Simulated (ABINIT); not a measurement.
A run of ABINIT 10.8.3 (patched build):

The input run.abi:

```
# Pseudopotentials
pp_dirpath "./"
pseudos "Sn.LDA_PW-JTH.xml, O.LDA_PW-JTH.xml"

# Structure
acell 6.3400405968 10.7225025626 7.9783670064
rprim
     1.0000000000     0.0000000000     0.0000000000
     0.0000000000     1.0000000000     0.0000000000
     0.0000000000     0.0000000000     1.0000000000
ntypat 2
znucl 50 8
natom 4
typat 1 1 2 2
xred
     0.5000000000     0.7680910000     0.0131440000
     0.0000000000     0.2319090000     0.5131440000
     0.5000000000     0.1087500000     0.2368570000
     0.0000000000     0.8912500000     0.7368570000
chkprim 0
chksymtnons 0
tolsym 1.0e-6

# Plane-wave basis
ecut 19.0
pawecutdg 38.0

# k points
kptopt 1
ngkpt 6 4 4
nshiftk 1
shiftk 0.0 0.0 0.0

# Exchange and correlation
ixc 7

# Bands and occupations
nband 24
occopt 3
tsmear 0.00183747

# SCF cycle
nstep 100
tolvrs 1.0e-9

# Output
iomode 3
prtwf 0
prteig 0
prtebands 0
enunit 2
prtvol 2
prtden 1
prtvha 1
prtvclmb 1
prtpot 1
```

Potentials or basis: JTH PAW LDA v2.0.

Launch:

```sh
$ abinit run.abi > log 2>&1
```

Hardware: 1 thread of Arm Neoverse V1 (shared host).

Estimate the wall time of this run.

It took 74 s on 1 thread of Arm Neoverse V1, with other jobs on the host, peak memory 0.13 GiB. Counts: scf iterations 14, mpi ranks 1, k points 36, bands 24, plane waves 2166.
